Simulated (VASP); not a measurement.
# InP (F-43m) in VASP: settings compared

Aim: see how the results for InP move with the level of theory and the settings. Levels: HSE06, PBEsol, LDA, r2SCAN, PBE. Tasks: single point.

Everything below comes from runs of VASP 6.6.1. Logs are shortened: lines on timing, memory, paths and dates and some standing lists are left out, and cuts for length are marked.

**Experimental background.**

From a printed reference work, data compilation, for a bulk crystal of InP at 1.6 K: band gap 1.4236 eV (direct).

How close the calculation comes is told below.

## 1. The cell of the first run

It takes space group F-43m (No. 216, cubic). Conventional cell: a = 5.908 Å, b = 5.908 Å, c = 5.908 Å, α = 90.00°, β = 90.00°, γ = 90.00°. Within 3.4 Å of In (site symmetry -43m) lie 4 P at 2.56 Å. P (site symmetry -43m) has 4 In at 2.56 Å within 3.4 Å.

## 2. Single point, HSE06, non-collinear spin, zero start, spin-orbit coupling

File POSCAR:

```
InP
1.0
    0.0000000000      2.9538132889      2.9538132889
    2.9538132889      0.0000000000      2.9538132889
    2.9538132889      2.9538132889      0.0000000000
In P
1 1
Direct
    0.0000000000      0.0000000000      0.0000000000
    0.2500000000      0.2500000000      0.2500000000
```

File INCAR.step1:

```
SYSTEM = InP
ALGO = Normal
EDIFF = 1E-5
ENCUT = 520
GGA = PE
GGA_COMPAT = .FALSE.
ISIF = 2
ISMEAR = -1
LASPH = .TRUE.
LORBIT = 11
LORBMOM = .TRUE.
LREAL = .FALSE.
LSORBIT = .TRUE.
LWAVE = .TRUE.
MAGMOM = 0 0 0 0 0 0
NBANDS = 30
NELM = 150
PREC = Accurate
SIGMA = 0.02
```

File INCAR.step2:

```
SYSTEM = InP
ALGO = Normal
EDIFF = 1E-7
ENCUT = 520
GGA = PE
GGA_COMPAT = .FALSE.
HFSCREEN = 0.2079
ISIF = 2
ISMEAR = -1
ISTART = 1
LASPH = .TRUE.
LCHARG = .TRUE.
LHFCALC = .TRUE.
LORBIT = 11
LORBMOM = .TRUE.
LREAL = .FALSE.
LSORBIT = .TRUE.
LVHAR = .TRUE.
LWAVE = .FALSE.
MAGMOM = 0 0 0 0 0 0
NBANDS = 30
NELM = 150
PREC = Accurate
PRECFOCK = Normal
SIGMA = 0.02
```

File KPOINTS:

```
k-points
0
G
  4 4 4
  0 0 0
```

Potentials or basis: VASP PAW PBE potentials, release 64 (In_d, P).

Command:

```console
> cat potpaw_PBE.64/In_d/POTCAR potpaw_PBE.64/P/POTCAR > POTCAR
> cp INCAR.step1 INCAR
> mpirun -np 1 vasp_ncl > vasp.out
> cp INCAR.step2 INCAR
> mpirun -np 1 vasp_ncl > vasp.out
```

OUTCAR:

```text
SYSTEM = InP
   EDIFF = 1E-7
   ENCUT = 520
   GGA = PE
   HFSCREEN = 0.2079
   ISIF = 2
   ISMEAR = -1
   ISTART = 1
   LASPH = .TRUE.
   LHFCALC = .TRUE.
   LORBIT = 11
   LREAL = .FALSE.
   LSORBIT = .TRUE.
   NELM = 150
   PREC = Accurate
   PRECFOCK = Normal

 ion  position               nearest neighbor table
   1  0.000  0.000  0.000-   2 2.56   2 2.56   2 2.56   2 2.56
   2  0.250  0.250  0.250-   1 2.56   1 2.56   1 2.56   1 2.56

  LATTYP: Found a face centered cubic cell.
 ALAT       =     5.9076265778

  Lattice vectors:

 A1 = (   0.0000000000,   2.9538132889,   2.9538132889)
 A2 = (   2.9538132889,   0.0000000000,   2.9538132889)
 A3 = (   2.9538132889,   2.9538132889,   0.0000000000)

Analysis of symmetry for initial positions (statically):
=====================================================================
 Subroutine PRICEL returns:
 Original cell was already a primitive cell.

 Routine SETGRP: Setting up the symmetry group for a
 face centered cubic supercell.

 Subroutine GETGRP returns: Found 24 space group operations
 (whereof 24 operations were pure point group operations)
 out of a pool of 48 trial point group operations.

The static configuration has the point symmetry T_d .

Analysis of symmetry for dynamics (positions and initial velocities):
=====================================================================
 Subroutine PRICEL returns:
 Original cell was already a primitive cell.

 Routine SETGRP: Setting up the symmetry group for a
 face centered cubic supercell.

 Subroutine GETGRP returns: Found 24 space group operations
 (whereof 24 operations were pure point group operations)
 out of a pool of 48 trial point group operations.

The dynamic configuration has the point symmetry T_d .

Analysis of structural, dynamic, and magnetic symmetry:
=====================================================================
 Subroutine PRICEL returns:
 Original cell was already a primitive cell.

 Routine SETGRP: Setting up the symmetry group for a
 face centered cubic supercell.

 Subroutine GETGRP returns: Found 24 space group operations
 (whereof 24 operations were pure point group operations)
 out of a pool of 48 trial point group operations.

The overall configuration has the point symmetry T_d .

 Subroutine INISYM returns: Found 24 space group operations
 (whereof 24 operations are pure point group operations),
 and found     1 'primitive' translations

----------------------------------------------------------------------------------------

                                     Primitive cell

  volume of cell :      51.5441

[... 494 lines left out ...]
    total drift:                                0.000004      0.000003      0.000001

  FREE ENERGIE OF THE ION-ELECTRON SYSTEM (eV)
  ---------------------------------------------------
  free  energy   TOTEN  =        -9.9349669649 eV

  energy  without entropy=       -9.9349669649  energy(sigma->0) =       -9.93496696

 orbital moment (x)

 # of ion     p       d       tot
 ----------------------------------------
  1         0.000   0.000   0.000
  2         0.000   0.000   0.000
 ----------------------------------------
            0.000   0.000   0.000

 orbital moment (y)

 # of ion     p       d       tot
 ----------------------------------------
  1         0.000   0.000   0.000
  2        -0.000   0.000  -0.000
 ----------------------------------------
            0.000   0.000   0.000

 orbital moment (z)

 # of ion     p       d       tot
 ----------------------------------------
  1         0.000   0.000   0.000
  2        -0.000   0.000  -0.000
 ----------------------------------------
            0.000   0.000   0.000

 Spin-Orbit-Coupling matrix elements

 Ion:    1  E_soc:     -0.0670349
 l=   1
     0.0000000    -0.0049545    -0.0049545
    -0.0049545     0.0000000    -0.0049546
    -0.0049545    -0.0049546     0.0000000
 l=   2
     0.0000000    -0.0012799     0.0000000    -0.0012798    -0.0049381
    -0.0012799     0.0000000    -0.0037036    -0.0012798    -0.0012345
     0.0000000    -0.0037036     0.0000000    -0.0037036     0.0000000
    -0.0012798    -0.0012798    -0.0037036     0.0000000    -0.0012345
    -0.0049381    -0.0012345     0.0000000    -0.0012345     0.0000000
 l=   3
     0.0000000     0.0000000     0.0000000     0.0000000     0.0000000     0.0000000     0.0000000
     0.0000000     0.0000000     0.0000000     0.0000000     0.0000000     0.0000000     0.0000000
     0.0000000     0.0000000     0.0000000     0.0000000     0.0000000     0.0000000     0.0000000
     0.0000000     0.0000000     0.0000000     0.0000000     0.0000000     0.0000000     0.0000000
     0.0000000     0.0000000     0.0000000     0.0000000     0.0000000     0.0000000     0.0000000
     0.0000000     0.0000000     0.0000000     0.0000000     0.0000000     0.0000000     0.0000000
     0.0000000     0.0000000     0.0000000     0.0000000     0.0000000     0.0000000     0.0000000

 Ion:    2  E_soc:     -0.0009581
 l=   1
     0.0000000    -0.0001597    -0.0001597
    -0.0001597     0.0000000    -0.0001597
    -0.0001597    -0.0001597     0.0000000
 l=   2
     0.0000000     0.0000000     0.0000000     0.0000000     0.0000000
     0.0000000     0.0000000     0.0000000     0.0000000     0.0000000
     0.0000000     0.0000000     0.0000000     0.0000000     0.0000000
     0.0000000     0.0000000     0.0000000     0.0000000     0.0000000
     0.0000000     0.0000000     0.0000000     0.0000000     0.0000000
 l=   3
     0.0000000     0.0000000     0.0000000     0.0000000     0.0000000     0.0000000     0.0000000
     0.0000000     0.0000000     0.0000000     0.0000000     0.0000000     0.0000000     0.0000000
     0.0000000     0.0000000     0.0000000     0.0000000     0.0000000     0.0000000     0.0000000
     0.0000000     0.0000000     0.0000000     0.0000000     0.0000000     0.0000000     0.0000000
     0.0000000     0.0000000     0.0000000     0.0000000     0.0000000     0.0000000     0.0000000
     0.0000000     0.0000000     0.0000000     0.0000000     0.0000000     0.0000000     0.0000000
     0.0000000     0.0000000     0.0000000     0.0000000     0.0000000     0.0000000     0.0000000

 total charge

# of ion       s       p       d       tot
------------------------------------------
    1        0.827   0.767   9.915  11.510
    2        1.013   1.519   0.000   2.532
--------------------------------------------------
tot          1.841   2.286   9.915  14.042

 magnetization (x)

# of ion       s       p       d       tot
------------------------------------------
    1        0.000  -0.000   0.000  -0.000
    2        0.000   0.000   0.000   0.000
--------------------------------------------------
tot          0.000   0.000   0.000   0.000

 magnetization (y)

# of ion       s       p       d       tot
------------------------------------------
    1        0.000   0.000   0.000   0.000
    2        0.000  -0.000   0.000  -0.000
--------------------------------------------------
tot          0.000  -0.000   0.000  -0.000

 magnetization (z)

# of ion       s       p       d       tot
------------------------------------------
    1       -0.000  -0.000   0.000  -0.000
    2       -0.000   0.000   0.000   0.000
--------------------------------------------------
tot         -0.000   0.000   0.000   0.000
```

OSZICAR.step1:

```text
N       E                     dE             d eps       ncg     rms          rms(c)
DAV:   1     0.159005531964E+03    0.15901E+03   -0.79280E+03   612   0.137E+03
DAV:   2     0.953563996721E+01   -0.14947E+03   -0.14234E+03   600   0.365E+02
DAV:   3    -0.795732118777E+01   -0.17493E+02   -0.17211E+02   734   0.131E+02
DAV:   4    -0.872889112988E+01   -0.77157E+00   -0.76944E+00   744   0.276E+01
DAV:   5    -0.877041164644E+01   -0.41521E-01   -0.41513E-01   936   0.597E+00    0.556E+00
DAV:   6    -0.834992997320E+01    0.42048E+00   -0.51165E-01   874   0.140E+01    0.326E+00
DAV:   7    -0.832695368437E+01    0.22976E-01   -0.26780E-01   942   0.373E+00    0.140E+00
DAV:   8    -0.832688992459E+01    0.63760E-04   -0.19458E-02   924   0.203E+00    0.781E-01
DAV:   9    -0.832778269677E+01   -0.89277E-03   -0.22153E-03   684   0.345E-01    0.211E-01
DAV:  10    -0.832794346038E+01   -0.16076E-03   -0.11467E-03   862   0.620E-01    0.117E-01
DAV:  11    -0.832812694830E+01   -0.18349E-03   -0.37123E-04   736   0.247E-01    0.151E-02
DAV:  12    -0.832813276886E+01   -0.58206E-05   -0.34067E-05   708   0.482E-02
   1 F= -.83281328E+01 E0= -.83281328E+01  d E =-.360282E-07  mag=     0.0000     0.0000     0.0000
```

It took 31 min on 1 thread of Intel Xeon Platinum 8259CL at 2.50GHz (Skylake/Cascade Lake), shared host; peak memory 0.43 GiB.

Results:

- Free energy: -9.9350 eV
- Pressure: -0.3 GPa
- Net moment: 0.00 μB per cell
- Valence electrons inside the program's atomic spheres: In 11.51; P 2.53

Moments on the atoms (μB; x, y, z):
```
In  0.00 0.00 0.00
P   0.00 0.00 0.00
```

Caveat: the k points lie up to 0.46 Å⁻¹ apart; the PAW data sets were made with another functional, which shifts forces and pressure a little.

## 3. Single point, PBEsol

This run uses another cell than the first one, of 25.39 Å³/atom.

File INCAR:

```
SYSTEM = InP
ALGO = Normal
EDIFF = 1E-7
ENCUT = 520
GGA = PS
ISIF = 2
ISMEAR = -1
LASPH = .TRUE.
LCHARG = .FALSE.
LREAL = .FALSE.
LWAVE = .FALSE.
NBANDS = 16
NELM = 60
PREC = Accurate
SIGMA = 0.02
```

File KPOINTS:

```
k-points
0
G
  6 6 6
  0 0 0
```

File POSCAR:

```
InP
1.0
    0.0000000000      2.9390714272      2.9390714272
    2.9390714272      0.0000000000      2.9390714272
    2.9390714272      2.9390714272      0.0000000000
In P
1 1
Direct
    0.0000000000      0.0000000000      0.0000000000
    0.2500000000      0.2500000000      0.2500000000
```

Potentials or basis: VASP PAW PBE potentials, release 64 (In_d, P).

Command:

```console
> cat potpaw_PBE.64/In_d/POTCAR potpaw_PBE.64/P/POTCAR > POTCAR
> mpirun -np 1 vasp_std > vasp.out
```

It took 21 s on 1 thread of Intel Xeon 8259CL, shared host; peak memory 0.18 GiB.

Results (log left out):

* Free energy: -9.1430 eV
* Pressure: 0.0 GPa
* Band gap on the k mesh: 0.57 eV

Levels at points of the mesh, in eV from the valence-band top:
| k point | band 5 | band 6 | band 7 | band 8 | band 9 | band 10 | band 11 | band 12 | band 13 | band 14 |
| --- | --- | --- | --- | --- | --- | --- | --- | --- | --- | --- |
| (0.00, 0.00, 0.00) | -13.99 | -11.49 | 0.00 | 0.00 | 0.00 | 0.57 | 4.01 | 4.01 | 4.01 | 8.31 |
| (0.50, 0.00, 0.00) | -13.98 | -9.77 | -5.76 | -0.97 | -0.97 | 1.38 | 4.73 | 4.73 | 6.93 | 9.27 |
| (0.50, 0.50, 0.00) | -13.96 | -9.11 | -5.78 | -2.33 | -2.33 | 1.64 | 2.16 | 9.04 | 9.47 | 9.47 |

Caveat: semilocal functionals underestimate gaps, and a narrow one can read as zero; the PAW data sets were made with another functional, which shifts forces and pressure a little; spin-orbit coupling is left out, which moves the levels of the heavy elements.

## 4. Single point, LDA

This run uses another cell than the first one, of 24.73 Å³/atom.

File INCAR:

```
SYSTEM = InP
ALGO = Normal
EDIFF = 1E-6
ENCUT = 520
GGA = CA
ISIF = 2
ISMEAR = -1
LASPH = .TRUE.
LCHARG = .FALSE.
LREAL = .FALSE.
LWAVE = .FALSE.
NBANDS = 16
NELM = 80
PREC = Accurate
SIGMA = 0.02
```

KPOINTS is that of step 3.

File POSCAR:

```
InP
1.0
    0.0000000000      2.9134433650      2.9134433650
    2.9134433650      0.0000000000      2.9134433650
    2.9134433650      2.9134433650      0.0000000000
In P
1 1
Direct
    0.0000000000      0.0000000000      0.0000000000
    0.2500000000      0.2500000000      0.2500000000
```

Potentials or basis: VASP PAW LDA potentials, release 64 (In_d, P).

Command:

```console
> cat potpaw_LDA.64/In_d/POTCAR potpaw_LDA.64/P/POTCAR > POTCAR
> mpirun -np 1 vasp_std > vasp.out
```

Wall time 18 s (1 thread of Intel Xeon 8259CL, shared host); peak memory 0.15 GiB.

It converged, with:

| Property | Result |
| --- | --- |
| Free energy | -9.6597 eV |
| Pressure | 0.0 GPa |
| Band gap on the k mesh | 0.60 eV |

Levels at points of the mesh, in eV from the valence-band top:
| k point | band 5 | band 6 | band 7 | band 8 | band 9 | band 10 | band 11 | band 12 | band 13 | band 14 |
| --- | --- | --- | --- | --- | --- | --- | --- | --- | --- | --- |
| (0.00, 0.00, 0.00) | -14.07 | -11.67 | 0.00 | 0.00 | 0.00 | 0.60 | 3.96 | 3.96 | 3.96 | 8.36 |
| (0.50, 0.00, 0.00) | -14.06 | -9.86 | -5.93 | -1.02 | -1.02 | 1.36 | 4.70 | 4.70 | 6.92 | 9.31 |
| (0.50, 0.50, 0.00) | -14.03 | -9.16 | -5.94 | -2.42 | -2.42 | 1.56 | 2.12 | 9.10 | 9.54 | 9.54 |

Caveat: semilocal functionals underestimate gaps, and a narrow one can read as zero; spin-orbit coupling is left out, which moves the levels of the heavy elements.

## 5. Single point, r2SCAN

File POSCAR:

```
InP
1.0
    0.0000000000      2.9538132889      2.9538132889
    2.9538132889      0.0000000000      2.9538132889
    2.9538132889      2.9538132889      0.0000000000
In P
1 1
Direct
    0.0000000000      0.0000000000      0.0000000000
    0.2500000000      0.2500000000      0.2500000000
```

File INCAR.step1:

```
PREC = Accurate
ENCUT = 520
ISMEAR = -1
SIGMA = 0.02
LREAL = False
LASPH = True
NELM = 80
NBANDS = 16
GGA = PE
ALGO = Normal
EDIFF = 1E-4
LWAVE = True
LCHARG = False
```

File INCAR.step2:

```
PREC = Accurate
ENCUT = 520
EDIFF = 1E-6
ISMEAR = -1
SIGMA = 0.02
LREAL = False
LASPH = True
NELM = 80
ALGO = Normal
ISIF = 2
LWAVE = False
LCHARG = False
METAGGA = R2SCAN
LMIXTAU = True
NBANDS = 16
ISTART = 1
```

File KPOINTS:

```
Automatic mesh
0
Gamma
  6 6 6
```

Potentials or basis: VASP PAW PBE potentials, release 64 (In_d, P).

Command:

```console
> cat potpaw_PBE.64/In_d/POTCAR potpaw_PBE.64/P/POTCAR > POTCAR
> cp INCAR.step1 INCAR
> mpirun -np 1 vasp_std > vasp.out
> cp INCAR.step2 INCAR
> mpirun -np 1 vasp_std > vasp.out
```

Run time: 84 s. Hardware: 1 thread of Intel Xeon 8259CL, shared host; peak memory 0.18 GiB.

The run converged. Its results:

```
Free energy            : -32.2884 eV
Pressure               : -0.1 GPa
Band gap on the k mesh : 1.03 eV
```

Levels at points of the mesh, in eV from the valence-band top:
```tsv
k point	band 7	band 8	band 9	band 10	band 11	band 12
(0.00, 0.00, 0.00)	0.00	0.00	0.00	1.03	4.44	4.44
(0.50, 0.00, 0.00)	-5.75	-0.97	-0.97	1.80	5.15	5.15
(0.50, 0.50, 0.00)	-5.77	-2.33	-2.33	2.04	2.54	9.72
```

Caveat: the PAW data sets were made with another functional, which shifts forces and pressure a little; spin-orbit coupling is left out, which moves the levels of the heavy elements.

## 6. Single point, PBE

File INCAR:

```
PREC     = Accurate       # precision mode
ENCUT    = 520            # plane-wave cutoff, eV
EDIFF    = 1E-6           # SCF threshold, eV
ISMEAR   = -1             # smearing method
SIGMA    = 0.02           # smearing width, eV
LREAL    = F              # projectors in reciprocal space
LASPH    = T              # aspherical terms in the spheres
NELM     = 100            # most SCF steps
ALGO     = Normal         # electronic algorithm
ISIF     = 2              # what is computed and relaxed
LWAVE    = F              # write WAVECAR
LCHARG   = F              # write CHGCAR
GGA      = PE             # functional
NBANDS   = 16             # bands
```

File KPOINTS:

```
Automatic mesh
0
Gamma
  8 8 8
```

POSCAR is that of step 5.

Potentials or basis: VASP PAW PBE potentials, release 64 (In_d, P).

Command:

```console
> cat potpaw_PBE.64/In_d/POTCAR potpaw_PBE.64/P/POTCAR > POTCAR
> mpirun -np 1 vasp_std > vasp.out
```

Wall time 30 s (1 thread of Intel Xeon 8259CL, shared host); peak memory 0.18 GiB.

Results (log left out):

| Property | Result |
| --- | --- |
| Free energy | -8.3994 eV |
| Pressure | 1.6 GPa |
| Band gap on the k mesh | 0.58 eV |

Levels at points of the mesh, in eV from the valence-band top:
| k point | band 6 | band 7 | band 8 | band 9 | band 10 | band 11 | band 12 | band 13 |
| --- | --- | --- | --- | --- | --- | --- | --- | --- |
| (0.00, 0.00, 0.00) | -11.36 | 0.00 | 0.00 | 0.00 | 0.58 | 4.09 | 4.09 | 4.09 |
| (0.50, 0.00, 0.00) | -9.71 | -5.60 | -0.94 | -0.94 | 1.44 | 4.81 | 4.81 | 7.05 |
| (0.50, 0.50, 0.00) | -9.08 | -5.65 | -2.24 | -2.24 | 1.80 | 2.27 | 9.07 | 9.44 |

Caveat: semilocal functionals underestimate gaps, and a narrow one can read as zero; spin-orbit coupling is left out, which moves the levels of the heavy elements. As with any semilocal functional, this PBE gap is likely too small.

## 7. Overview

```tsv
level	potentials or basis	spin	cell	k mesh	grid for exact exchange (PRECFOCK)	share of exact exchange	screening parameter	gap on the mesh (eV)	pressure (GPa)
HSE06	VASP PAW PBE potentials, release 64 (In_d, P)	non-collinear, zero start, SOC	a = 4.177 Å, angles 60.0°, 2 atoms	4 × 4 × 4	Normal	0.25	0.2079 1/Å	-	-0.3
PBEsol	VASP PAW PBE potentials, release 64 (In_d, P)	off	a = 4.156 Å, angles 60.0°, 2 atoms	6 × 6 × 6	-	-	-	0.57	0.0
LDA	VASP PAW LDA potentials, release 64 (In_d, P)	off	a = 4.120 Å, angles 60.0°, 2 atoms	6 × 6 × 6	-	-	-	0.60	0.0
r2SCAN	VASP PAW PBE potentials, release 64 (In_d, P)	off	a = 4.177 Å, angles 60.0°, 2 atoms	6 × 6 × 6	-	-	-	1.03	-0.1
PBE	VASP PAW PBE potentials, release 64 (In_d, P)	off	a = 4.177 Å, angles 60.0°, 2 atoms	8 × 8 × 8	-	-	-	0.58	1.6
```

Alike in all rows: task single point; cutoff (eV) 520; smearing fermi-dirac 0.02 eV.

Caveats: some runs use coarse meshes; spin-orbit coupling is left out, which moves the levels of the heavy elements (at least some runs); the PAW data sets were made with another functional, which shifts forces and pressure a little (at least some runs); semilocal functionals underestimate gaps, and a narrow one can read as zero (at least some runs).

Total energies depend on the potentials used, so only differences within one code and one set of settings carry meaning.

## 8. Comparison with measurements

Step 3. Against the measured gap of InP, 1.4236 eV (direct; 1.6 K; a printed reference work, data compilation), the calculated 0.57 eV is off by -0.86 eV. Spin-orbit coupling on In is left out. The value is that of PBEsol, without temperature or zero-point motion. Semilocal functionals fall short of measured gaps as a rule.

Step 4. Measured gap of InP: 1.4236 eV (direct; 1.6 K; a printed reference work, data compilation). This calculation gives 0.60 eV (-0.82 eV). Spin-orbit coupling on In is left out. The value is that of LDA, without temperature or zero-point motion. Semilocal functionals fall short of measured gaps as a rule.

Step 5. Measured gap of InP: 1.4236 eV (direct; 1.6 K; a printed reference work, data compilation). This calculation gives 1.03 eV (-0.40 eV). Spin-orbit coupling on In is left out. The value is that of r2SCAN, without temperature or zero-point motion.
